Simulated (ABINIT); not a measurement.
Runs of ABINIT 10.8.3 (patched build) on WS2. The cell holds a slab with vacuum, 3 atoms: a = 3.184 Å, b = 3.184 Å, c = 16.951 Å, α = 90.00°, β = 90.00°, γ = 120.00°. 

```csv
task,level,cell,k mesh,cell freedom (optcell),cutoff smearing ecutsm (Ha),optimiser (ionmov),force stop (Ha/bohr),gap on the mesh (eV),relaxed volume (Å³/atom),largest force (eV/Å)
band structure,LDA,as given,10 × 10 × 2,-,-,-,-,1.98,-,0.41
relaxation of cell and atoms,LDA,relaxed,10 × 10 × 2,2,0.5,2,5e-05,2.27,(b),-
single point,LDA,as given,13 × 13 × 3,-,-,-,-,1.90,-,0.41
single point,LDA,as given,8 × 8 × 2,-,-,-,-,2.05,-,0.41
band structure,LDA-PZ,as given,10 × 10 × 2,-,-,-,-,1.98,-,0.39
relaxation of cell and atoms,LDA,relaxed,10 × 10 × 2,2,0.5,22,0.0001,2.27,(a),-
```

Alike in all rows: potentials or basis JTH PAW LDA v2.0; no spin polarisation; cutoff (eV) 544; smearing fermi-dirac 0.05 eV.

Estimate the missing entries.

(a) 47.39; (b) 47.86.

Caveats: spin-orbit coupling is left out, which moves the levels of the heavy elements.

A k mesh can miss the band edges, and the runs leave out spin-orbit coupling on W.

Not every run made on this cell is shown here.
